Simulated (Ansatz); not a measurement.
# AlN: a one-atom displacement scan

This session takes AlN and sets out to map the energy as atom 5 (N) is pushed off its site.

Computed with Ansatz 0.2.0 (DFT r2SCAN, scalar-relativistic, plane waves, PAW, unless a step's input says otherwise).

2 further runs of the same task are left out: 2 set aside as unsound or not needed. Runs told in other sessions of the task aren't counted.

### 1 The system as given

The structure is cubic, space group F-43m (No. 216). Conventional cell: a = 4.370 Å, b = 4.370 Å, c = 4.370 Å, α = 90.00°, β = 90.00°, γ = 90.00°. Al (site symmetry -43m) has 4 N at 1.89 Å in its first shell of neighbours. N (site symmetry -43m) is surrounded by 4 Al at 1.89 Å.

Coordinates:

```cif
data_structure
_symmetry_space_group_name_H-M 'F-43m'
_symmetry_Int_Tables_number 216
_cell_length_a 4.3698
_cell_length_b 4.3698
_cell_length_c 4.3698
_cell_angle_alpha 90.000
_cell_angle_beta 90.000
_cell_angle_gamma 90.000
_cell_volume 83.44
loop_
_atom_site_label
_atom_site_type_symbol
_atom_site_symmetry_multiplicity
_atom_site_Wyckoff_symbol
_atom_site_fract_x
_atom_site_fract_y
_atom_site_fract_z
_atom_site_occupancy
Al1 Al 4 a 0.00000 0.00000 0.00000 1
N1 N 4 d 0.25000 0.75000 0.25000 1
```

It goes back to an entry of the Materials Project, which need not be the stable form.

It is built from the cell relaxed beforehand with the same method (10.43 Å³/atom).

### 2 The undisturbed cell

Contents of input.yaml:

```yaml
crystal:
  lattice:
    - [4.3698012565, 0.0, 0.0]
    - [0.0, -4.3698012565, 0.0]
    - [0.0, 0.0, -4.3698012565]
  atoms:
    - { symbol: Al, position: [0.0, 0.0, 0.0] }
    - { symbol: Al, position: [0.5, 0.5, 0.0] }
    - { symbol: Al, position: [0.5, 0.0, 0.5] }
    - { symbol: Al, position: [0.0, 0.5, 0.5] }
    - { symbol: "N", position: [0.75, 0.75, 0.75] }
    - { symbol: "N", position: [0.25, 0.25, 0.75] }
    - { symbol: "N", position: [0.25, 0.75, 0.25] }
    - { symbol: "N", position: [0.75, 0.25, 0.25] }
basis:
  ecutwfc: 500
kpoints:
  mp_grid: { grid: [6, 6, 6] }
hamiltonian:
  xc: r2scan
scf:
  occupations: { method: gaussian, width: 0.05 }
output:
  forces: true
  stress: true
  eigenvalues: true
```

Run with:

```
$ ansatz run input.yaml --threads 1 --pin off --max-ram 2560MiB --backend cpu --events-out ev --progress --plain --runs-dir out
```

### 3 The scan: a one-atom displacement scan

Atom 5 (N) is moved by x along the Cartesian unit vector (0.000, 0.000, 1.000); the cell and all other atoms stay fixed. Forces below are components along that vector, summed over the moved atoms. In a periodic cell its images move with it.

### 4 x = -0.450 Å

input.yaml: that of step 2 with these lines changed.

```diff
@@ -10,3 +10,3 @@
     - { symbol: Al, position: [0.0, 0.5, 0.5] }
-    - { symbol: "N", position: [0.75, 0.75, 0.75] }
+    - { symbol: "N", position: [0.75, 0.75, 0.8529795118] }
     - { symbol: "N", position: [0.25, 0.25, 0.75] }
@@ -26 +26,5 @@
   eigenvalues: true
+  write_density: true
+  write_potential: true
+  elf: true
+  volumetric_format: npy
```

### 5 At x = 0.300 Å

input.yaml: that of step 4 with these lines changed.

```diff
@@ -10,3 +10,3 @@
     - { symbol: Al, position: [0.0, 0.5, 0.5] }
-    - { symbol: "N", position: [0.75, 0.75, 0.8529795118] }
+    - { symbol: "N", position: [0.75, 0.75, 0.6813469921] }
     - { symbol: "N", position: [0.25, 0.25, 0.75] }
@@ -26,5 +26 @@
   eigenvalues: true
-  write_density: true
-  write_potential: true
-  elf: true
-  volumetric_format: npy
```

### 6 x = -0.150 Å

input.yaml: that of step 5 with these lines changed.

```diff
@@ -10,3 +10,3 @@
     - { symbol: Al, position: [0.0, 0.5, 0.5] }
-    - { symbol: "N", position: [0.75, 0.75, 0.6813469921] }
+    - { symbol: "N", position: [0.75, 0.75, 0.7843265039] }
     - { symbol: "N", position: [0.25, 0.25, 0.75] }
```

### 7 x = 0.375 Å

input.yaml: that of step 6 with these lines changed.

```diff
@@ -10,3 +10,3 @@
     - { symbol: Al, position: [0.0, 0.5, 0.5] }
-    - { symbol: "N", position: [0.75, 0.75, 0.7843265039] }
+    - { symbol: "N", position: [0.75, 0.75, 0.6641837402] }
     - { symbol: "N", position: [0.25, 0.25, 0.75] }
```

### 8 x = 0.225 Å

input.yaml: that of step 7 with these lines changed.

```diff
@@ -10,3 +10,3 @@
     - { symbol: Al, position: [0.0, 0.5, 0.5] }
-    - { symbol: "N", position: [0.75, 0.75, 0.6641837402] }
+    - { symbol: "N", position: [0.75, 0.75, 0.6985102441] }
     - { symbol: "N", position: [0.25, 0.25, 0.75] }
```

### 9 x = 0.075 Å

input.yaml: that of step 8 with these lines changed.

```diff
@@ -10,3 +10,3 @@
     - { symbol: Al, position: [0.0, 0.5, 0.5] }
-    - { symbol: "N", position: [0.75, 0.75, 0.6985102441] }
+    - { symbol: "N", position: [0.75, 0.75, 0.732836748] }
     - { symbol: "N", position: [0.25, 0.25, 0.75] }
```

(Steps that only read results are left out.)

What does the calculation give?

The runs gave:

| quantity | value |
| --- | --- |
| force constant along x, from the points at -0.150, 0 and 0.075 Å | 20.36 eV/Å² |

What this shows: Near the site the force constant is 20.36 eV/Å²; for the mass of N against a rigid frame that is a vibration of about 629 cm⁻¹. The step of 0.15 Å is wide, so anharmonic terms mix in. No sampled point lies below the undisturbed cell. The gap on the mesh stays between 3.34 and 3.94 eV.
